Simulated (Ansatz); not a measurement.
Does KZnF3 in Pm-3m form from KF and ZnF2?

Plane-wave DFT in Ansatz with scalar-relativistic PAW potentials, cutoff 420 eV, Γ-centred meshes chosen by cell and gap, Gaussian smearing with energies taken to zero width. Every cell was relaxed (cell and atoms) in a run of its own, within the symmetry of its start. Functional: PBE.

The ternary relaxed to Pm-3m, 5 atoms in the computed cell, a = 4.128 Å; sites (symmetry × multiplicity) K m-3m × 1, Zn m-3m × 1, F 4/mm.m × 3.

Total energies hold large constants for each element; a whole number of eV per atom of each element is taken off below, which cancels in a balanced reaction.

| compound | lowest structure computed | structures tried | V (Å³/atom) | gap on mesh (eV) | E (eV per formula unit, common shift removed) |
| --- | --- | --- | --- | --- | --- |
| KZnF3 | Pm-3m | 1 | 14.06 | 3.71 | -11.3102 |
| KF | Fm-3m | 4 | 19.91 | 5.96 | -4.8030 |
| ZnF2 | P4_2/mnm | 7 | 12.19 | 3.52 | -6.0977 |

Balance the reaction and work out its energy at 0 K.

The balance is KF + ZnF2 → KZnF3. ΔE = -0.410 eV per formula unit, -82 meV/atom, and the volume changes by -8.0 %. The ternary lies below these binaries, so it can form from them; whether it is stable also hangs on other ternaries and on other oxidation states, which this balance leaves out. Against the elements it is bound by 2.54 eV/atom, 31 times the size of this reaction energy: most of the binding is already in the binaries, and stability is decided by the small rest. A lower form of a binary that wasn't tried would raise the value, and a lower form of the ternary would lower it.